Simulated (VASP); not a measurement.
# Al (Fm-3m) in VASP: notebook

The runs below take Al through single point, with LDA.

Everything below comes from runs of VASP 6.6.1. Logs are shortened: lines on timing, memory, paths and dates and some standing lists are left out, and cuts for length are marked.

**1. The undisturbed crystal**

It takes space group Fm-3m (No. 225, cubic). The conventional cell has a = 4.050 Å, b = 4.050 Å, c = 4.050 Å, α = 90.00°, β = 90.00°, γ = 90.00°. Al (site symmetry m-3m) has 12 Al at 2.86 Å as nearest neighbours.

**2. Single point, LDA (grid = ENCUT=400 dk=0.35 cell=2x2x2 ISMEAR=1 SIGMA=0.1 LREAL=Auto EDIFF=1e-06)**

INCAR

```
PREC = Accurate ; ENCUT = 400
EDIFF = 1E-6 ; ISMEAR = 1
SIGMA = 0.1 ; LREAL = Auto
LASPH = True ; NELM = 120
ALGO = Fast ; ISIF = 2
LWAVE = False ; LCHARG = False
NBANDS = 20
```

KPOINTS

```
regular mesh
0
Gamma
  4 4 4
```

POSCAR

```
Al
1.0
    0.0000000000      4.0496100000      4.0496100000
    4.0496100000      0.0000000000      4.0496100000
    4.0496100000      4.0496100000      0.0000000000
Al
8
Direct
    0.0000000000      0.0000000000      0.0000000000
    0.0000000000      0.0000000000      0.5000000000
    0.0000000000      0.5000000000      0.0000000000
    0.0000000000      0.5000000000      0.5000000000
    0.5000000000      0.0000000000      0.0000000000
    0.5000000000      0.0000000000      0.5000000000
    0.5000000000      0.5000000000      0.0000000000
    0.5000000000      0.5000000000      0.5000000000
```

Potentials or basis: VASP PAW LDA potentials, release 64 (Al).

Launch:

```bash
> cat potpaw_LDA.64/Al/POTCAR > POTCAR
> mpirun -np 1 vasp_std > vasp.out
```

OUTCAR:

```text
PREC = Accurate
   ENCUT = 400
   EDIFF = 1E-6
   ISMEAR = 1
   LREAL = Auto
   LASPH = True
   NELM = 120
   ISIF = 2

 Found      8 irreducible k-points:

 Following reciprocal coordinates:
            Coordinates               Weight
  0.000000  0.000000  0.000000      1.000000
  0.250000  0.000000  0.000000      8.000000
  0.500000  0.000000  0.000000      4.000000
  0.250000  0.250000  0.000000      6.000000
  0.500000  0.250000  0.000000     24.000000
 -0.250000  0.250000  0.000000     12.000000
   k-points           NKPTS =      8   k-points in BZ     NKDIM =      8   number of bands    NBANDS=     20
   number of dos      NEDOS =    301   number of ions     NIONS =      8
   total plane-waves  NPLWV =  64000
   dimension x,y,z NGX =    40 NGY =   40 NGZ =   40
   dimension x,y,z NGXF=    80 NGYF=   80 NGZF=   80
   ions per type =               8
   NGX,Y,Z   is equivalent  to a cutoff of  11.61, 11.61, 11.61 a.u.
   NGXF,Y,Z  is equivalent  to a cutoff of  23.22, 23.22, 23.22 a.u.
 SYSTEM =  unknown system
   PREC   = accura    normal or accurate (medium, high low for compatibility)
   ISTART =      0    job   : 0-new  1-cont  2-samecut
   ICHARG =      2    charge: 1-file 2-atom 10-const
   ISPIN  =      1    spin polarized calculation?
   LNONCOLLINEAR =      F non collinear calculations
   LSORBIT =      F    spin-orbit coupling
   LASPH  =      T    aspherical Exc in radial PAW
   ENCUT  =  400.0 eV  29.40 Ry    5.42 a.u.   9.34  9.34  9.34*2*pi/ulx,y,z
   NELM   =    120;   NELMIN=  2; NELMDL= -5     # of ELM steps
   EDIFF  = 0.1E-05   stopping-criterion for ELM
   LREAL  =      T    real-space projection
   EDIFFG = 0.1E-04   stopping-criterion for IOM
   NSW    =      0    number of steps for IOM
   IBRION =     -1    ionic relax: 0-MD 1-quasi-New 2-CG
   NFREE  =      0    steps in history (QN), initial steepest desc. (CG)
   ISIF   =      2    stress and relaxation
   ISYM   =      2    0-nonsym 1-usesym 2-fastsym
   POTIM  = 0.5000    time-step for ionic-motion
   TEBEG  =    0.0;   TEEND  =   0.0 temperature during run
   PSTRESS=    0.0 pullay stress
   NELECT =      24.0000    total number of electrons
   NUPDOWN=      -1.0000    fix difference up-down
   EMIN   =  10.00;   EMAX   =-10.00  energy-range for DOS
   EFERMI =   0.00;   METHOD = LEGACY
   ISMEAR =     1;   SIGMA  =   0.10  broadening in eV -4-tet -1-fermi 0-gaus
   EFERMI_NEDOS =   21; number of points for ismear=-14 and -15
   IALGO  =     68    algorithm
   IMIX   =      4    mixing-type and parameters
     AMIX     =   0.40;   BMIX     =  1.00
     AMIX_MAG =   1.60;   BMIX_MAG =  1.00
  volume/ion in A,a.u.               =      16.60       112.04
  Fermi-wavevector in a.u.,A,eV,Ry     =   0.925526  1.748991 11.654733  0.856599
  Thomas-Fermi vector in A             =   2.051390
   LORBIT       =      0    0 simple, 1 ext, 2 COOP (PROOUT), +10 PAW based schemes
   GGA     = CA    functional components
   LHFCALC =     F    Hartree Fock is set to
   AEXX    =    0.0000 exact exchange contribution
   IVDW    =     0    specifies the selected vdW correction
   LEPSILON=     F    determine dielectric tensor
   LRPA    =     F    only Hartree local field effects (RPA)
 non-spin polarized calculation
 RMM-DIIS sequential band-by-band and
 Methfessel and Paxton  Order N= 1 SIGMA  =   0.10
  energy-cutoff  :      400.00
  volume of cell :      132.82
 maximum number of plane-waves:      2450
 NGX is ok and might be reduce to    40
   NGX = 19   NGY = 19   NGZ = 19

 number of electron      24.0000001 magnetization

 Free energy of the ion-electron system (eV)
  ---------------------------------------------------
  ext. energy  EPLUGINS =         0.00000000
  ---------------------------------------------------
  free energy    TOTEN  =       -33.41168475 eV

  energy without entropy =      -33.40320996  energy(sigma->0) =      -33.40885982

 E-fermi :   7.8180     XC(G=0): -10.3199

 val. band max:        7.4260978875   @ k =  -0.2500   0.5000   0.2500
 cond. band min:       7.8643970085   @ k =   0.5000   0.2500   0.0000
 fundamental gap:      0.4382991210
 Fermi energy:         7.8180067175

 k-point     1 :       0.0000    0.0000    0.0000
  band No.  band energies     occupation
      1      -3.3294      2.00000
      2       3.2041      2.00000
      3       3.2041      2.00000
      4       3.2041      2.00000
      5       3.2041      2.00000
      6       3.3419      2.00000
[... 12 lines left out ...]
     19      13.2332      0.00000
     20      13.2332      0.00000

 k-point     2 :       0.2500    0.0000    0.0000
  band No.  band energies     occupation
      1      -2.9078      2.00000
      2       0.4199      2.00000
      3       2.5943      2.00000
      4       2.5943      2.00000
      5       2.5943      2.00000
      6       3.6340      2.00000
[... 12 lines left out ...]
     19      13.5923      0.00000
     20      13.5923      0.00000

 k-point     3 :       0.5000    0.0000    0.0000
  band No.  band energies     occupation
      1      -1.6508      2.00000
      2      -1.6508      2.00000
      3       2.7234      2.00000
      4       2.7234      2.00000
      5       2.7234      2.00000
      6       2.7234      2.00000
[... 12 lines left out ...]
     19      11.3427      0.00000
     20      11.3427      0.00000

 k-point     4 :       0.2500    0.2500    0.0000
  band No.  band energies     occupation
      1      -2.7676      2.00000
      2       1.6415      2.00000
      3       1.6478      2.00000
      4       1.6478      2.00000
      5       1.6478      2.00000
      6       1.6478      2.00000
[... 12 lines left out ...]
     19      10.9227      0.00000
     20      13.6064      0.00000

 k-point     5 :       0.5000    0.2500    0.0000
  band No.  band energies     occupation
      1      -1.7899      2.00000
      2      -0.6808      2.00000
      3       0.4186      2.00000
      4       1.5107      2.00000
      5       1.5107      2.00000
      6       3.6673      2.00000
[... 12 lines left out ...]
     19      11.2814      0.00000
     20      11.2814      0.00000

 k-point     6 :      -0.2500    0.2500    0.0000
  band No.  band energies     occupation
      1      -2.2081      2.00000
      2       0.0079      2.00000
      3       0.0079      2.00000
      4       2.1835      2.00000
      5       2.1835      2.00000
      6       4.2423      2.00000
[... 12 lines left out ...]
     19      11.5075      0.00000
     20      11.5075      0.00000

 [... further k-points ...]

------------------------ aborting loop because EDIFF is reached ----------------------------------------

  FORCE on cell =-STRESS in cart. coord.  units (eV):
  Direction    XX          YY          ZZ          XY          YZ          ZX
  --------------------------------------------------------------------------------------
  -------------------------------------------------------------------------------------
  Total       -3.0212336     -3.0212336     -3.0212336     -0.0000000     -0.0000000     -0.0000000
  in kB      -36.4439368    -36.4439368    -36.4439368     -0.0000000     -0.0000000     -0.0000000
  external PRESSURE =     -36.4439368 kB  Pullay stress =       0.0000000 kB

 VOLUME and BASIS-vectors are now :
 -----------------------------------------------------------------------------
  energy-cutoff  :      400.00
  volume of cell :      132.82
      direct lattice vectors                 reciprocal lattice vectors
     0.000000000  4.049610000  4.049610000    -0.123468680  0.123468680  0.123468680
     4.049610000  0.000000000  4.049610000     0.123468680 -0.123468680  0.123468680
     4.049610000  4.049610000  0.000000000     0.123468680  0.123468680 -0.123468680

 POSITION                                       TOTAL-FORCE (eV/Angst)
 -----------------------------------------------------------------------------------
      0.00000      0.00000      0.00000        -0.000000     -0.000000     -0.000000
      2.02481      2.02481      0.00000        -0.000000      0.000000     -0.000000
      2.02481      0.00000      2.02481        -0.000000     -0.000000      0.000000
      4.04961      2.02481      2.02481         0.000000      0.000000      0.000000
      0.00000      2.02481      2.02481         0.000000     -0.000000      0.000000
      2.02481      4.04961      2.02481         0.000000     -0.000000     -0.000000
      2.02481      2.02481      4.04961         0.000000      0.000000      0.000000
      4.04961      4.04961      4.04961        -0.000000     -0.000000      0.000000
 -----------------------------------------------------------------------------------
    total drift:                                0.000000      0.000000     -0.000000

  FREE ENERGIE OF THE ION-ELECTRON SYSTEM (eV)
  ---------------------------------------------------
  free  energy   TOTEN  =       -33.4116847537 eV

  energy  without entropy=      -33.4032099649  energy(sigma->0) =      -33.40885982
```

It took 24 s on 1 thread of Intel Xeon Platinum 8175M at 2.50GHz (Skylake/Cascade Lake), shared host; peak memory 0.17 GiB.

The run converged, but some of its settings lie outside the range that counts as converged, so its numbers aren't taken as properties of the crystal.

What came out:

| Item | Value |
| --- | --- |
| Free energy | -33.4117 eV |
| Pressure | -3.6 GPa |
| Band gap on the k mesh | none (metal or under the smearing width) |

**3. Single point, LDA (grid = ENCUT=350 dk=0.27 cell=2x2x2 ISMEAR=1 SIGMA=0.1 LREAL=Auto EDIFF=1e-06)**

INCAR, as its differences from that of step 2:

```diff
@@ -1,2 +1,2 @@
-PREC = Accurate ; ENCUT = 400
+PREC = Accurate ; ENCUT = 350
 EDIFF = 1E-6 ; ISMEAR = 1
```

KPOINTS

```
regular mesh
0
Gamma
  5 5 5
```

POSCAR is that of step 2.

Potentials or basis: VASP PAW LDA potentials, release 64 (Al).

Launch:

```bash
> cat potpaw_LDA.64/Al/POTCAR > POTCAR
> mpirun -np 1 vasp_std > vasp.out
```

Run time: 23 s. Hardware: 1 thread of Intel Xeon Platinum 8175M at 2.50GHz (Skylake/Cascade Lake), shared host; peak memory 0.16 GiB.

The run converged, but some of its settings lie outside the range that counts as converged, so its numbers aren't taken as properties of the crystal.

What came out:

```yaml
Free_energy: -33.2879 eV
Pressure: -3.6 GPa
Band_gap_on_the_k_mesh: none (metal or under the smearing width)
```

**4. Single point, LDA (grid = ENCUT=500 dk=0.35 cell=2x2x2 ISMEAR=1 SIGMA=0.1 LREAL=Auto EDIFF=1e-06)**

INCAR, as its differences from that of step 3:

```diff
@@ -1,2 +1,2 @@
-PREC = Accurate ; ENCUT = 350
+PREC = Accurate ; ENCUT = 500
 EDIFF = 1E-6 ; ISMEAR = 1
```

KPOINTS

```
regular mesh
0
Gamma
  4 4 4
```

POSCAR is that of step 3.

Potentials or basis: VASP PAW LDA potentials, release 64 (Al).

Launch:

```bash
> cat potpaw_LDA.64/Al/POTCAR > POTCAR
> mpirun -np 1 vasp_std > vasp.out
```

OUTCAR:

```text
PREC = Accurate
   ENCUT = 500
   EDIFF = 1E-6
   ISMEAR = 1
   LREAL = Auto
   LASPH = True
   NELM = 120
   ISIF = 2

 Found      8 irreducible k-points:

 Following reciprocal coordinates:
            Coordinates               Weight
  0.000000  0.000000  0.000000      1.000000
  0.250000  0.000000  0.000000      8.000000
  0.500000  0.000000  0.000000      4.000000
  0.250000  0.250000  0.000000      6.000000
  0.500000  0.250000  0.000000     24.000000
 -0.250000  0.250000  0.000000     12.000000
[... 222 lines left out ...]
  Total       -3.0441831     -3.0441831     -3.0441831      0.0000000      0.0000000     -0.0000000
  in kB      -36.7207680    -36.7207680    -36.7207680      0.0000000      0.0000000     -0.0000000
  external PRESSURE =     -36.7207680 kB  Pullay stress =       0.0000000 kB

 VOLUME and BASIS-vectors are now :
 -----------------------------------------------------------------------------
  energy-cutoff  :      500.00
  volume of cell :      132.82
      direct lattice vectors                 reciprocal lattice vectors
     0.000000000  4.049610000  4.049610000    -0.123468680  0.123468680  0.123468680
     4.049610000  0.000000000  4.049610000     0.123468680 -0.123468680  0.123468680
     4.049610000  4.049610000  0.000000000     0.123468680  0.123468680 -0.123468680

 POSITION                                       TOTAL-FORCE (eV/Angst)
 -----------------------------------------------------------------------------------
      0.00000      0.00000      0.00000        -0.000000     -0.000000      0.000000
      2.02481      2.02481      0.00000        -0.000000     -0.000000     -0.000000
      2.02481      0.00000      2.02481         0.000000      0.000000      0.000000
      4.04961      2.02481      2.02481         0.000000      0.000000      0.000000
      0.00000      2.02481      2.02481        -0.000000      0.000000     -0.000000
      2.02481      4.04961      2.02481         0.000000     -0.000000      0.000000
      2.02481      2.02481      4.04961         0.000000      0.000000      0.000000
      4.04961      4.04961      4.04961        -0.000000      0.000000     -0.000000
 -----------------------------------------------------------------------------------
    total drift:                                0.000000      0.000000     -0.000000

  FREE ENERGIE OF THE ION-ELECTRON SYSTEM (eV)
  ---------------------------------------------------
  free  energy   TOTEN  =       -33.4119029293 eV

  energy  without entropy=      -33.4034281203  energy(sigma->0) =      -33.40907799
```

OSZICAR:

```text
N       E                     dE             d eps       ncg     rms          rms(c)
DAV:   1     0.219725981776E+02    0.21973E+02   -0.82917E+03   320   0.916E+02
DAV:   2    -0.316589103363E+02   -0.53632E+02   -0.51365E+02   404   0.117E+02
DAV:   3    -0.336243478103E+02   -0.19654E+01   -0.19453E+01   400   0.192E+01
DAV:   4    -0.336389809626E+02   -0.14633E-01   -0.14595E-01   392   0.196E+00
DAV:   5    -0.336390909721E+02   -0.11001E-03   -0.10996E-03   368   0.185E-01    0.384E+00
RMM:   6    -0.335014102621E+02    0.13768E+00   -0.17991E-02   321   0.641E-01    0.221E+00
RMM:   7    -0.334121302901E+02    0.89280E-01   -0.45073E-02   331   0.100E+00    0.333E-01
RMM:   8    -0.334118734579E+02    0.25683E-03   -0.20331E-03   343   0.271E-01    0.809E-02
RMM:   9    -0.334119006116E+02   -0.27154E-04   -0.28100E-04   357   0.124E-01    0.265E-02
RMM:  10    -0.334119033508E+02   -0.27392E-05   -0.45722E-05   354   0.422E-02    0.269E-02
RMM:  11    -0.334119029293E+02    0.42149E-06   -0.73122E-06   344   0.184E-02
   1 F= -.33411903E+02 E0= -.33409078E+02  d E =-.847481E-02
```

stdout:

```text
POSCAR found type information on POSCAR Al
 POSCAR found :  1 types and       8 ions
 scaLAPACK will be used
 -----------------------------------------------------------------------------
|                                                                             |
|                                                                             |
|     You have a (more or less) 'small supercell' and for smaller cells       |
|     it is recommended to use the reciprocal-space projection scheme!        |
|     The real-space optimization is not efficient for small cells and it     |
|     is also less accurate ...                                               |
|     Therefore, set LREAL=.FALSE. in the INCAR file.                         |
|                                                                             |
 -----------------------------------------------------------------------------

 LDA part: xc-table for (Slater(with rela. corr.)+CA(PZ))
 , standard interpolation
 POSCAR, INCAR and KPOINTS ok, starting setup
 FFT: planning ... GRIDC
 FFT: planning ... GRID_SOFT
 FFT: planning ... GRID
 WAVECAR not read
 entering main loop
```

Wall time 31 s (1 thread of Intel Xeon Platinum 8175M at 2.50GHz (Skylake/Cascade Lake), shared host); peak memory 0.18 GiB.

These settings aren't checked as converged: the numbers below hold their error.

Results:

```yaml
Free_energy: -33.4119 eV
Pressure: -3.7 GPa
Band_gap_on_the_k_mesh: none (metal or under the smearing width)
```

(Continued in part 2 of 2.)
